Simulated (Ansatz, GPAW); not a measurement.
# Ballistic transport through an Al chain with a Si atom bridging one bond, from relaxation to T(E), part 2 of 2

Wanted: T(E) of an Al chain with a Si atom bridging one bond at a relaxed geometry in two programs, beside the unrelaxed structure.

GPAW 26.7.0 and Ansatz 0.2.0; Ansatz plane waves; relaxation of the junction with the lead ends held; PAW set soft_1 (the session's first sound run).

So far, open channels of the lead at the Fermi level (one spin): 2 in steps 3, 4 and 5.

**7. RPBE in the dzp basis: xc = "RPBE"**

Back in the dzp basis, the functional changes from PBE to RPBE, to set the spread between functionals beside that between bases.

run.py reads:

```python
import json
import numpy as np
from ase import Atoms
from ase.transport.calculators import TransportCalculator
from gpaw import GPAW, FermiDirac
from gpaw.lcao.tools import get_lcao_hamiltonian
from scipy.linalg import eigh

# The junction with lead layers at both ends, along the third cell vector
device = Atoms(
    ['Al', 'Al', 'Al', 'Al', 'Al', 'Al', 'Al', 'Si', 'Al', 'Al', 'Al', 'Al', 'Al', 'Al', 'Al'],
    positions=[
        [4.50000, 4.50000, 1.20000],
        [4.50000, 4.50000, 3.60000],
        [4.50000, 4.50000, 6.00000],
        [4.50000, 4.50000, 8.40000],
        [4.50000, 4.50000, 10.80000],
        [3.64478, 4.48925, 13.16725],
        [5.05368, 4.52122, 15.34127],
        [6.86353, 4.55950, 16.79955],
        [5.10044, 4.52418, 18.30100],
        [3.88657, 4.49250, 20.57727],
        [4.50000, 4.50000, 23.00000],
        [4.50000, 4.50000, 25.40000],
        [4.50000, 4.50000, 27.80000],
        [4.50000, 4.50000, 30.20000],
        [4.50000, 4.50000, 32.60000]],
    cell=[[9.0, 0.0, 0.0], [0.0, 9.0, 0.0], [0.0, 0.0, 33.8]],
    pbc=True)

# One principal layer of the lead: the first 4 atoms of the device
lead = Atoms(
    ['Al', 'Al', 'Al', 'Al'],
    positions=[
        [4.50000, 4.50000, 1.20000],
        [4.50000, 4.50000, 3.60000],
        [4.50000, 4.50000, 6.00000],
        [4.50000, 4.50000, 8.40000]],
    cell=[[9.0, 0.0, 0.0], [0.0, 9.0, 0.0], [0.0, 0.0, 9.6]],
    pbc=True)

settings = dict(mode='lcao', basis='dzp', xc='RPBE', h=0.2,
                occupations=FermiDirac(0.1), maxiter=250,
                mixer=dict(beta=0.1, nmaxold=8, weight=100.0),
                convergence=dict(density=0.0001))
energies = np.arange(-2, 2 + 1e-9, 0.025)
eta = 0.0001
n1, n2 = 1, 1
# k and -k transmit alike, so half of the mesh across the current serves
mesh = [(i, j) for i in range(n1) for j in range(n2) if (i, j) <= (-i % n1, -j % n2)]
weights = np.array([1 if (i, j) == (-i % n1, -j % n2) else 2 for i, j in mesh]) / (n1 * n2)

# [... helper functions left out ...]
fermi_lead = ground_state(lead, (1, 1, 12), 'lead.txt')
fermi_device = ground_state(device, (1, 1, 3), 'device.txt')
# [... loop over the mesh left out, but for ...]
        # Shift the lead onto the potential of the device's first layer
        shift = ((H[:, 0, 0] - H0[:, 0, 0]) / S0[0, 0]).real.mean()
# [...]
kT = 8.617333e-5 * 300
bias = [0.1, 0.2, 0.5, 1.0, 1.5, 2.0]
# [... integrals and printing left out ...]
```

Command:

```sh
OMP_NUM_THREADS=1 OPENBLAS_NUM_THREADS=1 python run.py
```

Wall time 99 s (1 thread of Intel Xeon Platinum 8488C (Sapphire Rapids), shared host); peak memory 1.1 GiB.

This step gave:

```yaml
conductance: 0.9520 G₀
thermopower: 6.321 μV/K
largest_coupling_past_the_next_principal_layer: 1.42e-15 eV
largest_misfit_of_the_first_principal_layer: 0.03824 eV
shift_that_aligns_the_lead: 0.006219 eV
basis_functions_of_the_junction: 195
basis_functions_of_a_principal_layer: 52
transmission_at_the_fermi_level_one_spin: 0.9550
```

One spin. Table of transmission, zone mean by energy, zero at the Fermi level:

| energy (eV) | transmission, zone mean |
| --- | --- |
| -2.000 | 0.0155 |
| -1.800 | 0.0191 |
| -1.600 | 0.0264 |
| -1.400 | 0.0477 |
| -1.200 | 4.8e-7 |
| -1.000 | 9.5e-11 |
| -0.800 | 8.5e-12 |
| -0.600 | 5.7e-12 |
| -0.400 | 2.0e-7 |
| -0.200 | 1.03 |
| -0.150 | 1.03 |
| 0.000 | 0.955 |
| 0.200 | 0.777 |
| 0.400 | 0.676 |
| 0.600 | 0.631 |
| 0.800 | 0.765 |
| 0.875 | 1.22 |
| 1.000 | 0.329 |
| 1.200 | 0.616 |
| 1.400 | 0.818 |
| 1.600 | 1.02 |
| 1.800 | 1.15 |
| 2.000 | 1.18 |

The conductance, 0.952 G₀, lies 2.6 % below that of the dzp run.

**8. The structure as built: geometry = "as built"**

The dzp basis with PBE on the structure as first built shows what the relaxation was worth.

Changes to run.py since step 7:

```diff
@@ -17,7 +17,7 @@
         [4.50000, 4.50000, 10.80000],
-        [3.64478, 4.48925, 13.16725],
-        [5.05368, 4.52122, 15.34127],
-        [6.86353, 4.55950, 16.79955],
-        [5.10044, 4.52418, 18.30100],
-        [3.88657, 4.49250, 20.57727],
+        [4.50000, 4.50000, 13.20000],
+        [4.50000, 4.50000, 15.60000],
+        [6.36564, 4.50000, 16.90000],
+        [4.50000, 4.50000, 18.20000],
+        [4.50000, 4.50000, 20.60000],
         [4.50000, 4.50000, 23.00000],
@@ -41,3 +41,3 @@
 
-settings = dict(mode='lcao', basis='dzp', xc='RPBE', h=0.2,
+settings = dict(mode='lcao', basis='dzp', xc='PBE', h=0.2,
                 occupations=FermiDirac(0.1), maxiter=250,
```

Run time: 74 s. Hardware: 1 thread; peak memory 1.1 GiB.

Numbers from this step:

* conductance: 1.480 G₀
* thermopower: -3.940 μV/K
* largest coupling past the next principal layer: 1.49e-15 eV
* largest misfit of the first principal layer: 0.03309 eV
* shift that aligns the lead: 0.004546 eV
* transmission at the Fermi level (one spin): 1.495

One spin. Transmission, zone mean against energy, zero at the Fermi level:

| energy (eV) | transmission, zone mean |
| --- | --- |
| -2.000 | 0.991 |
| -1.900 | 0.998 |
| -1.800 | 0.997 |
| -1.700 | 0.984 |
| -1.600 | 0.947 |
| -1.500 | 0.861 |
| -1.400 | 0.655 |
| -1.300 | 0.0755 |
| -1.200 | 6.2e-9 |
| -1.100 | 9.7e-10 |
| -1.000 | 4.4e-10 |
| -0.900 | 5.1e-10 |
| -0.800 | 1.1e-8 |
| -0.700 | 6.4e-11 |
| -0.600 | 3.7e-11 |
| -0.500 | 4.2e-11 |
| -0.400 | 1.9e-7 |
| -0.300 | 0.498 |
| -0.200 | 0.990 |
| -0.100 | 1.35 |
| 0.000 | 1.50 |
| 0.075 | 1.52 |
| 0.100 | 1.51 |
| 0.200 | 1.41 |
| 0.300 | 1.22 |
| 0.400 | 1.06 |
| 0.500 | 0.966 |
| 0.600 | 0.954 |
| 0.700 | 1.01 |
| 0.800 | 1.14 |
| 0.900 | 1.35 |
| 1.000 | 1.52 |
| 1.100 | 1.57 |
| 1.200 | 1.60 |
| 1.300 | 1.62 |
| 1.400 | 1.64 |
| 1.500 | 1.64 |
| 1.600 | 1.64 |
| 1.700 | 1.62 |
| 1.800 | 1.60 |
| 1.900 | 1.57 |
| 2.000 | 1.53 |

The conductance, 1.48 G₀, lies 51 % above that of the dzp run.

**9. All levels side by side**

Times are wall times on the hardware named with each run. The series side by side:

| no. | run | conductance (G₀) | time | memory (GiB) |
| --- | --- | --- | --- | --- |
| 1 | pw PBE | 0.9819 | 32 s | 1.9 |
| 2 | dzp | 0.9772 | 1.8 min | 1.1 |
| 3 | szp | 0.9266 | 86 s | 1.1 |
| 4 | sz | 0.9474 | 52 s | 0.99 |
| 5 | dzp RPBE | 0.9520 | 99 s | 1.1 |
| 6 | asbuilt | 1.480 | 74 s | 1.1 |

**10. The levels side by side**

The curves are compared point by point over the common energies.

This step: comparison of transmission and cost over codes, levels and geometry; PAW set soft_1 (GPAW 26.7.0).

Ladder, by row:

| step | code | T at the Fermi level (sum over the listed spins) | conductance (G0) | r.m.s. T(E) from the first | wall time (s) | peak memory (GiB) | threads |
| --- | --- | --- | --- | --- | --- | --- | --- |
| pw-pbe | Ansatz | 0.9858 | 0.9819 | 0 | 31.73 | 1.859 | 4 |
| dzp | GPAW | 0.981 | 0.9772 | 0.08975 | 107 | 1.11 | 1 |
| szp | GPAW | 0.9292 | 0.9266 | 0.1304 | 86.33 | 1.1 | 1 |
| sz | GPAW | 0.9503 | 0.9474 | 0.205 | 51.94 | 0.99 | 1 |
| dzp-RPBE | GPAW | 0.955 | 0.952 | 0.1199 | 99.32 | 1.12 | 1 |
| asbuilt | GPAW | 1.495 | 1.48 | 0.5952 | 74.47 | 1.12 | 1 |

Transmission, zone mean, sum over the listed spins against energy, zero at the Fermi level:

| energy (eV) | pw-pbe | dzp | szp | sz | dzp-RPBE | asbuilt |
| --- | --- | --- | --- | --- | --- | --- |
| -2.000 | 0.0163 | 0.0146 | 0.0121 | 4.6e-4 | 0.0155 | 0.991 |
| -1.800 | 0.0202 | 0.0180 | 0.0179 | 0.00133 | 0.0191 | 0.997 |
| -1.600 | 0.0283 | 0.0249 | 0.0293 | 2.1e-8 | 0.0264 | 0.947 |
| -1.400 | 0.0533 | 0.0457 | 0.0366 | 2.8e-10 | 0.0477 | 0.655 |
| -1.200 | 0 | 5.1e-7 | 1.0e-8 | 3.1e-12 | 4.8e-7 | 6.2e-9 |
| -1.000 | 0 | 1.1e-10 | 2.3e-11 | 5.5e-13 | 9.5e-11 | 4.4e-10 |
| -0.800 | 0 | 9.7e-12 | 2.9e-12 | 3.5e-13 | 8.5e-12 | 1.1e-8 |
| -0.600 | 0 | 6.5e-12 | 2.2e-12 | 9.9e-13 | 5.7e-12 | 3.7e-11 |
| -0.400 | 0.0134 | 2.3e-7 | 1.3e-9 | 4.0e-4 | 2.0e-7 | 1.9e-7 |
| -0.200 | 1.04 | 1.04 | 1.01 | 1.02 | 1.03 | 0.990 |
| -0.150 | 1.05 | 1.05 | 1.02 | 1.04 | 1.03 | 1.20 |
| 0.000 | 0.986 | 0.981 | 0.929 | 0.950 | 0.955 | 1.50 |
| 0.200 | 0.800 | 0.799 | 0.739 | 0.760 | 0.777 | 1.41 |
| 0.400 | 0.684 | 0.684 | 0.638 | 0.654 | 0.676 | 1.06 |
| 0.600 | 0.647 | 0.633 | 0.593 | 0.601 | 0.631 | 0.954 |
| 0.775 | 1.21 | 0.760 | 1.06 | 1.38 | 0.702 | 1.10 |
| 0.800 | 0.991 | 0.902 | 0.969 | 1.33 | 0.765 | 1.14 |
| 0.825 | 0.418 | 1.21 | 0.907 | 1.26 | 0.888 | 1.18 |
| 1.000 | 0.515 | 0.517 | 0.796 | 0.975 | 0.329 | 1.52 |
| 1.200 | 0.686 | 0.695 | 0.877 | 0.975 | 0.616 | 1.60 |
| 1.400 | 0.874 | 0.879 | 1.03 | 1.08 | 0.818 | 1.64 |
| 1.600 | 1.05 | 1.06 | 1.16 | 1.20 | 1.02 | 1.64 |
| 1.800 | 1.15 | 1.17 | 1.21 | 1.28 | 1.15 | 1.60 |
| 2.000 | 1.15 | 1.19 | 1.21 | 1.3 | 1.18 | 1.53 |

**11. Functional RPBE, smearing 0.05, SCF mesh 1×1×1**

The functional moves levels against the Fermi level. Smearing helps the SCF of a metal converge, but it blurs occupations at band edges near the Fermi level. The SCF mesh sets the Fermi level of the repeated cell.

This step: GPAW LCAO, PAW setups; Landauer transmission from Green's functions with principal layers (ASE), zero bias (GPAW 26.7.0).

Changes to run.py since step 8:

```diff
@@ -17,7 +17,7 @@
         [4.50000, 4.50000, 10.80000],
-        [4.50000, 4.50000, 13.20000],
-        [4.50000, 4.50000, 15.60000],
-        [6.36564, 4.50000, 16.90000],
-        [4.50000, 4.50000, 18.20000],
-        [4.50000, 4.50000, 20.60000],
+        [3.64478, 4.48925, 13.16725],
+        [5.05368, 4.52122, 15.34127],
+        [6.86353, 4.55950, 16.79955],
+        [5.10044, 4.52418, 18.30100],
+        [3.88657, 4.49250, 20.57727],
         [4.50000, 4.50000, 23.00000],
@@ -41,4 +41,4 @@
 
-settings = dict(mode='lcao', basis='dzp', xc='PBE', h=0.2,
-                occupations=FermiDirac(0.1), maxiter=250,
+settings = dict(mode='lcao', basis='dzp', xc='RPBE', h=0.2,
+                occupations=FermiDirac(0.05), maxiter=250,
                 mixer=dict(beta=0.1, nmaxold=8, weight=100.0),
@@ -54,3 +54,3 @@
 fermi_lead = ground_state(lead, (1, 1, 12), 'lead.txt')
-fermi_device = ground_state(device, (1, 1, 3), 'device.txt')
+fermi_device = ground_state(device, (1, 1, 1), 'device.txt')
 # [... loop over the mesh left out, but for ...]
```

The job ended after 82 s (1 thread; peak memory 1.1 GiB).

The run finished with changed settings (xc = "RPBE", width = 0.05 and scf_mesh = [1, 1, 1]); it serves as a test.

The two runs compared:

| quantity | this run | sound run | difference |
| --- | --- | --- | --- |
| conductance (G₀) | 0.98034 | 0.97722 | 0.00311 |
| thermopower (μV/K) | 7.9339 | 5.8756 | 2.06 |
| largest coupling past the next principal layer (eV) | 9.930e-16 | 1.196e-15 | -2.0e-16 |
| largest misfit of the first principal layer (eV) | 0.040571 | 0.040830 | -2.6e-4 |
| shift that aligns the lead (eV) | -0.021518 | 0.0068814 | -0.0284 |
| transmission at the Fermi level (one spin) | 0.98351 | 0.98102 | 0.00248 |

One result that differs is the thermopower, 7.93 μV/K against 5.88 μV/K.

**12. What came out**

- conductance: 0.977 G₀
- transmission at the Fermi level, mean of the spins: 0.981
- thermopower: 5.88 μV/K
- open channels of the lead there: 2

**Reading.** In the dzp basis the junction conducts 0.977 G₀ at 300 K, with T = 0.981 a spin at the Fermi level; the sz basis reaches that conductance within 10 %. Relaxation moved atoms by up to 0.86 Å and took the conductance from 1.48 to 0.977 G₀, as a ratio a larger change than the step from dzp to the minimal basis. Plane waves (PBE) give T = 0.986 there. The scatterer reflects about 51 % of the incoming channels at the Fermi level. At the Fermi level two eigenchannels carry the current (0.76 and 0.22). The positive thermopower says that the thermally weighted transmission is larger below the Fermi level, as for hole-like transport. Measured against the first run (pw-pbe), the nearest curve is that of dzp (r.m.s. 0.090) and the farthest that of asbuilt (0.60). Over the compared runs wall time goes from 32 s (pw-pbe) to 107 s (dzp), on a shared host; the plane-wave run used 4 threads and the orbital runs 1. The leads kept an estimated spacing and the cell its length, so the junction may be under some tension or compression. An evenly spaced straight chain is an idealisation: free chains tend to dimerise, zigzag or, where a band edge lies near the Fermi level, turn magnetic. The currents use the zero-bias T(E) throughout, which holds only while the bias is small against the distance to the nearest feature.

[Logs are printed without paths, hosts, clocks, repeated set-up lines and the standing remarks that a program may print on its own settings, such as how far it seeks lower states.]

[Hosts, paths, dates, database ids (printed as entryN), source tags and the programs' standing remarks are cut or masked in the printed files.]
